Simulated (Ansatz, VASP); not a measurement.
## One calculation of Ga, two programs

INCAR

```
PREC = Accurate
ENCUT = 520
EDIFF = 1E-6
ISMEAR = 0
SIGMA = 0.1
LREAL = F
LASPH = T
NELM = 100
ALGO = Fast
ISIF = 2
LWAVE = F
LCHARG = F
GGA = PE
NBANDS = 12
```

The input KPOINTS:

```
regular mesh
0
Gamma
  20 20 20
```

The input POSCAR:

```
Ga
1.0
   -1.4106128400      1.4106128400      2.3063685900
    1.4106128400     -1.4106128400      2.3063685900
    1.4106128400      1.4106128400     -2.3063685900
Ga
1
Direct
    0.0000000000      0.0000000000      0.0000000000
```

Input for Ansatz:

```yaml
crystal:
  lattice:
    - [-1.41061284, 1.41061284, 2.30636859]
    - [1.41061284, -1.41061284, 2.30636859]
    - [1.41061284, 1.41061284, -2.30636859]
  atoms:
    - { symbol: Ga, position: [0.0, 0.0, 0.0] }
basis:
  ecutwfc: 420
kpoints:
  mp_grid: { grid: [20, 20, 20] }
hamiltonian:
  xc: pbe
scf:
  occupations: { method: gaussian, width: 0.1 }
output:
  forces: true
  stress: true
  eigenvalues: true
```

Alike in both runs: task single point; functional PBE; k mesh 20 × 20 × 20; occupations gaussian, width 0.1 eV; no spin polarisation.

|  | VASP | Ansatz |
| --- | --- | --- |
| version | VASP 6.6.1 | Ansatz 0.2.0 |
| potentials or method | VASP PAW PBE potentials, release 64 (Ga_d) | scalar-relativistic, plane waves, PAW |
| plane-wave cutoff (eV) | 520 | 420 |
| valence electrons in the cell | 13 | 13 |

VASP gave:

- gap on the k mesh at the Fermi level (eV): none
- pressure (GPa): 1.8
- largest component of the traceless stress (GPa): 0.33

Task: Which values does Ansatz return?

Result: gap on the k mesh at the Fermi level (eV): none; pressure (GPa): 1.7; largest component of the traceless stress (GPa): 0.30.

A gap of «none» marks a metal or a gap that the smearing closes. The functional is the same, so the differences come from potentials, cutoffs and numerics.
